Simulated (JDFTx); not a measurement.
Runs of JDFTx 1.7.0 (patched build) on InPd. It takes space group Pm-3m (No. 221, cubic). Conventional cell: a = 3.272 Å, b = 3.272 Å, c = 3.272 Å, α = 90.00°, β = 90.00°, γ = 90.00°. In (site symmetry m-3m) is surrounded by 8 Pd at 2.83 Å. Around Pd (site symmetry m-3m) lie 8 In at 2.83 Å. The cell comes from a database or a generator and needn't be the stable form of this composition.

```csv
task,level,potentials or basis,spin,U,max SCF steps,SCF threshold on the energy,solver of the electrons,further solve for the empty bands,band ratio of the Davidson solver,gap on the mesh (eV),pressure (GPa)
single point,PBE+U,PseudoDojo-SR-PBE-0.5-standard with smoothed tails,off,Pd d U = 2 eV,100,1e-09 Ha,scf,yes,-,none,3.2
single point,PBE+U,PseudoDojo-SR-PBE-0.5-standard with smoothed tails,off,Pd d U = 1 eV,100,1e-09 Ha,scf,yes,-,none,(a)
single point,PBE+U,PseudoDojo-SR-PBE-0.5-standard with smoothed tails,off,Pd d U = 8 eV,100,1e-09 Ha,scf,yes,-,none,2.7
single point,PBE,PseudoDojo-FR-PBE-0.4-standard with smoothed tails,"SOC, no magnetisation",-,100,1e-08 Ha,scf,yes,-,none,(b)
single point,PBE,PseudoDojo-SR-PBE-0.5-standard with smoothed tails,off,-,100,1e-09 Ha,scf,yes,-,none,3.6
single point,PBE+U,PseudoDojo-SR-PBE-0.5-standard with smoothed tails,off,Pd d U = 3 eV,100,1e-09 Ha,scf,yes,-,none,3.0
single point,PBE+U,PseudoDojo-SR-PBE-0.5-standard with smoothed tails,off,Pd d U = 6 eV,100,1e-09 Ha,scf,yes,-,none,2.7
```

Alike in all rows: cell as given; k mesh 8 × 8 × 8; cutoff (eV) 1116; smearing fermi-dirac 0.05 eV.

**Question.** Fill in the values left out.

**Answer.** (a) 3.4; (b) 3.8.

Caveats: this set's palladium file may shift the pressure by some GPa; U without spin polarisation on a metal has little footing (some runs); the U is typed as a test and isn't derived for this compound (some runs); the empty levels aren't tightly converged (some runs).

A k mesh can miss the band edges, and rows without SOC leave out spin-orbit coupling on In, Pd.

A gap of «none» marks a metal or a gap under the smearing width.
